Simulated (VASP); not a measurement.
The input files of a VASP run:

### INCAR
```
SYSTEM = ZnTe
PREC = Accurate
ENCUT = 400
EDIFF = 1E-6
NELM = 100
ALGO = Normal
LREAL = .FALSE.
LASPH = .TRUE.
ISMEAR = 0
SIGMA = 0.05
GGA = PE
LMAXMIX = 4
LWAVE = .FALSE.
LCHARG = .FALSE.
ISIF = 2
IBRON = 2
NSW = 10
POTIM = 0.5
ISYM = 0
```

File KPOINTS:
```
Automatic mesh
0
Gamma
6 6 6
0 0 0
```

**POSCAR**
```
ZnTe
1
    0.0000000000     3.0500000000     3.0500000000
    3.0500000000     0.0000000000     3.0500000000
    3.0500000000     3.0500000000     0.0000000000
Zn Te
1 1
Direct
 -0.0114754098   0.0114754098   0.0278688525
  0.2500000000   0.2500000000   0.2500000000
```

POTCAR, in this order: Zn Te (PBE.64 set). Program: vasp_std.

The run wrote:

File standard output:
```
...
DAV:  11    -0.512114737661E+01   -0.55239E-04   -0.83662E-05  3057   0.586E-02    0.387E-02
DAV:  12    -0.512114878941E+01   -0.14128E-05   -0.27943E-06  3527   0.200E-02    0.143E-02
DAV:  13    -0.512114911573E+01   -0.32632E-06   -0.29949E-07  2136   0.497E-03
      1 T=     0. E= -.51211462E+01 F= -.51211491E+01 E0= -.51211491E+01  EK= 0.29656E-05 SP= 0.00E+00 SK= 0.00E+00
 bond charge predicted
       N       E                     dE             d eps       ncg     rms          rms(c)
DAV:   1    -0.512117523155E+01   -0.26442E-04   -0.40268E-06  3237   0.178E-02    0.132E-03
DAV:   2    -0.512117522563E+01    0.59210E-08   -0.44642E-08  1546   0.202E-03
      2 T=     0. E= -.51211466E+01 F= -.51211752E+01 E0= -.51211752E+01  EK= 0.28581E-04 SP= 0.00E+00 SK= 0.00E+00
 bond charge predicted
 prediction of wavefunctions
       N       E                     dE             d eps       ncg     rms          rms(c)
DAV:   1    -0.512122708877E+01   -0.51857E-04   -0.42596E-06  3062   0.178E-02    0.992E-04
DAV:   2    -0.512122709410E+01   -0.53278E-08   -0.47368E-08  1536   0.199E-03
      3 T=     1. E= -.51211466E+01 F= -.51212271E+01 E0= -.51212271E+01  EK= 0.80449E-04 SP= 0.00E+00 SK= 0.00E+00
 bond charge predicted
 prediction of wavefunctions
       N       E                     dE             d eps       ncg     rms          rms(c)
DAV:   1    -0.512130513778E+01   -0.78049E-04   -0.29218E-05  2957   0.441E-02    0.773E-04
DAV:   2    -0.512130514104E+01   -0.32567E-08   -0.99511E-08  1471   0.324E-03
      4 T=     1. E= -.51211466E+01 F= -.51213051E+01 E0= -.51213051E+01  EK= 0.15850E-03 SP= 0.00E+00 SK= 0.00E+00
 bond charge predicted
 prediction of wavefunctions
       N       E                     dE             d eps       ncg     rms          rms(c)
DAV:   1    -0.512140925733E+01   -0.10412E-03   -0.52154E-05  3197   0.589E-02    0.106E-03
DAV:   2    -0.512140926457E+01   -0.72471E-08   -0.17719E-07  1481   0.421E-03
      5 T=     2. E= -.51211466E+01 F= -.51214093E+01 E0= -.51214093E+01  EK= 0.26263E-03 SP= 0.00E+00 SK= 0.00E+00
 bond charge predicted
 prediction of wavefunctions
       N       E                     dE             d eps       ncg     rms          rms(c)
DAV:   1    -0.512153931959E+01   -0.13006E-03   -0.81603E-05  3222   0.737E-02    0.134E-03
DAV:   2    -0.512153933388E+01   -0.14288E-07   -0.27830E-07  1476   0.526E-03
      6 T=     3. E= -.51211466E+01 F= -.51215393E+01 E0= -.51215393E+01  EK= 0.39270E-03 SP= 0.00E+00 SK= 0.00E+00
 bond charge predicted
 prediction of wavefunctions
       N       E                     dE             d eps       ncg     rms          rms(c)
DAV:   1    -0.512169515916E+01   -0.15584E-03   -0.11757E-04  3312   0.884E-02    0.163E-03
DAV:   2    -0.512169518274E+01   -0.23584E-07   -0.40120E-07  1511   0.630E-03
      7 T=     4. E= -.51211466E+01 F= -.51216952E+01 E0= -.51216952E+01  EK= 0.54855E-03 SP= 0.00E+00 SK= 0.00E+00
 bond charge predicted
 prediction of wavefunctions
       N       E                     dE             d eps       ncg     rms          rms(c)
DAV:   1    -0.512187657679E+01   -0.18142E-03   -0.16000E-04  3237   0.103E-01    0.191E-03
DAV:   2    -0.512187661196E+01   -0.35165E-07   -0.54782E-07  1541   0.736E-03
      8 T=     6. E= -.51211466E+01 F= -.51218766E+01 E0= -.51218766E+01  EK= 0.72998E-03 SP= 0.00E+00 SK= 0.00E+00
 bond charge predicted
 prediction of wavefunctions
       N       E                     dE             d eps       ncg     rms          rms(c)
DAV:   1    -0.512208334114E+01   -0.20676E-03   -0.20884E-04  3297   0.118E-01    0.220E-03
DAV:   2    -0.512208339002E+01   -0.48880E-07   -0.71517E-07  1566   0.841E-03
      9 T=     7. E= -.51211466E+01 F= -.51220834E+01 E0= -.51220834E+01  EK= 0.93676E-03 SP= 0.00E+00 SK= 0.00E+00
 bond charge predicted
 prediction of wavefunctions
       N       E                     dE             d eps       ncg     rms          rms(c)
DAV:   1    -0.512231518820E+01   -0.23185E-03   -0.26403E-04  3227   0.133E-01    0.247E-03
DAV:   2    -0.512231525326E+01   -0.65057E-07   -0.90779E-07  1646   0.947E-03
     10 T=     9. E= -.51211466E+01 F= -.51223153E+01 E0= -.51223153E+01  EK= 0.11686E-02 SP= 0.00E+00 SK= 0.00E+00
 bond charge predicted
 prediction of wavefunctions
 wavefunctions rotated
```

OUTCAR:
```
------------------------ aborting loop because EDIFF is reached ----------------------------------------
  FORCE on cell =-STRESS in cart. coord.  units (eV):
  Direction    XX          YY          ZZ          XY          YZ          ZX
  --------------------------------------------------------------------------------------
  Total        0.6937641      0.7690128      0.7860426      0.0991047      0.6631899      0.2822059
  in kB       19.5881259     21.7127415     22.1935690      2.7981790     18.7248772      7.9679615
  external PRESSURE =      21.1648121 kB  Pullay stress =       0.0000000 kB
  kinetic pressure (ideal gas correction) =      0.02 kB
  total pressure  =     21.18 kB
  Total+kin.    19.637      21.722      22.195       2.819      18.728       7.976
  volume of cell :       56.75
      direct lattice vectors                 reciprocal lattice vectors
     0.000000000  3.050000000  3.050000000    -0.163934426  0.163934426  0.163934426
     3.050000000  0.000000000  3.050000000     0.163934426 -0.163934426  0.163934426
     3.050000000  3.050000000  0.000000000     0.163934426  0.163934426 -0.163934426
 POSITION                                       TOTAL-FORCE (eV/Angst)
 -----------------------------------------------------------------------------------
      0.11898      3.09955      3.04983        -0.613732     -0.265477     -0.100011
      1.52553      1.52523      1.52509         0.615251      0.265070      0.099992
 -----------------------------------------------------------------------------------
    total drift:                                0.001520     -0.000407     -0.000019
  FREE ENERGIE OF THE ION-ELECTRON SYSTEM (eV)
  ---------------------------------------------------
  free  energy   TOTEN  =        -5.1223152533 eV

  energy  without entropy=       -5.1223152533  energy(sigma->0) =       -5.12231525
  ENERGY OF THE ELECTRON-ION-THERMOSTAT SYSTEM (eV)
  ---------------------------------------------------
% ion-electron   TOTEN  =        -5.122315  see above
  kinetic energy EKIN   =         0.001169
  kin. lattice  EKIN_LAT=         0.000000  (temperature    9.04 K)
  nose potential ES     =         0.000000
  nose kinetic   EPS    =         0.000000
  ---------------------------------------------------
  total energy   ETOTAL =        -5.121147 eV
```
(Selected blocks of OUTCAR.)

The run ends quietly. Is anything wrong with it?

The cause: IBRION is misspelt, so VASP ignores the line and takes its default. The run ends without an error. Against the sound run, the energy per atom (σ→0) goes up by 0.022 eV/atom; the pressure rises by 0.34 GPa; the largest force increases by 0.682 eV/Å. To mend it, set IBRION = 2, set NSW = 40, set EDIFFG = -0.01, remove IBRON, remove POTIM, remove ISYM.

The mended run (PBE GGA, plane waves, VASP's PBE PAW potentials (set 64)) converges, and its OSZICAR ends with
```
   6 F= -.51651878E+01 E0= -.51651878E+01  d E =-.255968E-04
```

The compound is ZnTe in the zinc blende structure. The cell was not relaxed at this level, atoms are displaced from their ideal sites.
